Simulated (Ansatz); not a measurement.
**ZnO: a faulty run and its cure**

Intended: ZnO, PBE, plane waves and PAW in Ansatz. The input:

```yaml
crystal:
  lattice:
    - [5.51757007, 0.0, 0.0]
    - [0.0, 5.51757007, 0.0]
    - [0.0, 0.0, 3.25877877]
  atoms:
    - { symbol: Zn, position: [0.18197284, 0.18197284, 0.5] }
    - { symbol: Zn, position: [0.81802716, 0.81802716, 0.5] }
    - { symbol: Zn, position: [0.68197284, 0.31802716, 0.0] }
    - { symbol: Zn, position: [0.31802716, 0.68197284, 0.0] }
    - { symbol: O, position: [0.81724723, 0.18275277, 0.5] }
    - { symbol: O, position: [0.18275277, 0.81724723, 0.5] }
    - { symbol: O, position: [0.68275277, 0.68275277, 0.0] }
    - { symbol: O, position: [0.31724723, 0.31724723, 0.0] }
total_charge: 1
basis:
  ecutwfc: 420
kpoints:
  mp_grid: { grid: [6, 6, 8] }
hamiltonian:
  xc: pbe
scf:
  occupations: { method: fixed }
output:
  forces: true
  stress: true
  eigenvalues: true
```

Command:

```bash
ansatz run input.yaml --threads 2 --pin off --max-ram 5120MiB --backend cpu --events-out ev --progress --plain --runs-dir out
```

Output, shortened:

```text
Error: inconsistent input (scf.occupations.method, magnetization): a σ = 0 step fill (method: fixed, or a smearing width below the step floor) cannot realise an odd electron count (71) without a locked total moment — the per-k integer fill puts the same N_el/2 bands in each spin channel …
```

Task: What is wrong, and how is it cured?

Result: The fault is a charge on a gapped cell under fixed occupations. An odd number of electrons can't fill whole bands in two equal spin channels. The cure is a smearing, or a spin lock.

Mended input, as a difference:

```diff
 scf:
-  occupations: { method: fixed }
+  occupations: { method: gaussian, width: 0.05 }
```

With the mended input the run converges and gives a largest force of 0.090 eV/Å, no gap.

Time of the mended run: 11 s on 2 threads of Intel(R) Xeon(R) Processor @ 2.70GHz (shared host), peak memory 0.5 GiB.